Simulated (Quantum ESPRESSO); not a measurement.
# PbO2 under changes of volume

One of the cells (13.151 Å³/atom); the others are scaled copies at fixed shape and fractional positions:

```
Pb O
1.0
     0.00000    2.70199    2.70199
     2.70199    0.00000    2.70199
     2.70199    2.70199    0.00000
Pb O
1 2
Direct
  0.00000 0.00000 0.00000
  0.75000 0.75000 0.75000
  0.25000 0.25000 0.25000
```

The cell comes from a database or a generator and needn't be the stable form of this composition.

```yaml
Program: Quantum ESPRESSO 7.5
Functional: LDA
Potentials_or_basis: GBRV 1.5 LDA
Cutoff: 612 eV
Density_cutoff: 4898 eV
k_mesh: 9 × 9 × 9
Occupations: fermi-dirac, width 0.05 eV
Spin: no spin polarisation
```

| volume (Å³/atom) | energy over the lowest point (meV/atom) | pressure (GPa) |
| --- | --- | --- |
| 12.362 | 0.00 | -1.8 |
| 12.625 | 5.33 | -5.0 |
| 12.888 | 15.64 | -7.9 |
| 13.151 | ? | ? |
| 13.414 | 48.96 | -12.6 |
| 13.677 | 70.94 | -14.5 |
| 13.940 | 95.87 | -16.2 |

Question: What does the run at 13.151 Å³/atom give?

Answer: Energy over the lowest point 30.37 meV/atom; pressure -10.4 GPa.

Worked out: A Birch-Murnaghan fit of order 3 (a polynomial in V^(-2/3)) to the other rows has its minimum at 12.25 Å³/atom, just outside them, with B0 = V·E''(V) = 171 GPa and B' = 5.0. It gives 30.37 meV/atom at 13.151 Å³/atom, against the run's 30.37, and -dE/dV = -10.2 GPa, against -10.4.

Energies are extrapolated to zero smearing.
